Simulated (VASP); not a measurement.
**KMgF3: single point with PBE**

Crystal: KMgF3.

```
CELL_PARAMETERS angstrom
3.86126 0.00000 0.00000
0.00000 3.86126 0.00000
0.00000 0.00000 4.24738
ATOMIC_POSITIONS crystal
K 0.50000 0.50000 0.50000
Mg 0.00000 0.00000 0.00000
F 0.50000 0.00000 0.00000
F 0.00000 0.50000 0.00000
F 0.00000 0.00000 0.50000
```

```
Program                : VASP 6.6.1
Task                   : single point
Functional             : PBE
Potentials or basis    : VASP PAW PBE potentials, release 64 (K_sv, Mg, F)
Cutoff                 : 520 eV
k mesh                 : 6 × 6 × 6
Occupations            : gaussian, width 0.05 eV
Spin                   : no spin polarisation
Dipole correction      : no
Further INCAR settings : ALGO = Normal; EDIFF = 1e-06; NBANDS = 24
```

```
Pressure               : 4.4 GPa
Band gap on the k mesh : 7.22 eV, indirect (least direct gap 7.57 eV)
```

Stress tensor (GPa, compression positive):
```
 7.41  0.00  0.00
 0.00  7.41  0.00
 0.00  0.00 -1.58
```

Levels at points of the mesh, in eV from the valence-band top:
```
           k point  band 12  band 13  band 14  band 15  band 16  band 17  band 18  band 19  band 20  band 21
(0.00, 0.00, 0.00)    -0.62    -0.62    -0.37    -0.35    -0.35     7.22     9.83    10.25    12.01    12.01
(0.50, 0.00, 0.00)    -1.13    -1.04    -0.90    -0.57    -0.56    10.16    10.41    11.30    12.30    12.73
(0.50, 0.50, 0.00)    -1.30    -1.30    -0.67    -0.67    -0.01    10.92    11.93    12.33    12.33    12.82
(0.00, 0.00, 0.50)    -0.97    -0.62    -0.62    -0.59    -0.59     9.83    10.24    10.63    12.77    12.77
(0.50, 0.00, 0.50)    -1.13    -1.11    -1.09    -0.86    -0.15    10.75    11.51    12.28    12.56    12.91
(0.50, 0.50, 0.50)    -1.31    -1.03    -0.09    -0.09     0.00    10.34    10.34    10.37    13.16    14.34
```

It took 67 s on 1 thread of AMD EPYC 7R43 64-Core Processor (Zen 3), with other jobs on the host, peak memory 0.17 GiB.

A k mesh can miss the band edges. A hybrid or GW would open this gap; PBE tends to underestimate it.
